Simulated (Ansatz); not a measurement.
# What DFT gives for HgSe

```
Hg Se
1.0
     0.00000    3.02054    3.02054
     3.02054    0.00000    3.02054
     3.02054    3.02054    0.00000
Hg Se
1 1
Direct
  0.00000 0.00000 0.00000
  0.25000 0.25000 0.25000
```

Level: PBEsol, no spin polarisation; 420 eV; 10×10×10 Γ-centred mesh; fermi-dirac occupations (width 0.0516 eV); Ansatz 0.2.0, fixed geometry.

Q: Is it stable against the elements?

A: -0.20 eV an atom against the elements' usual phases (free molecules for gases, crystals otherwise, with no correction for O₂ or N₂), so it is bound against them; other compounds may still compete. Relaxing would lower it.

Q: Are the atoms at rest?

A: The forces vanish by the symmetry of the sites.

Q: What do density and ELF say about some of the short contacts?

A: Hg–Se at 2.62 Å: least valence density 0.44 e/Å³ and ELF 0.34 there. These are pseudo-fields; inside the PAW spheres they differ from the all-electron ones.

Q: Is the cell too large or too small?

A: The pressure is 2.6 GPa (compression positive), so with the atoms held at these fractions the cell would first expand.

Q: Metal or insulator?

A: It is a metal, with about 0.055 states/eV a cell as the mean within 0.25 eV of the Fermi level, mostly Se p (84 %) and Hg d (14 %).

Q: Give the Bader charges.

A: Bader charges in e: Hg +0.32, Se -0.32. In the mean Hg gives up most and Se takes most.

Origin: a database entry at a rescaled volume.
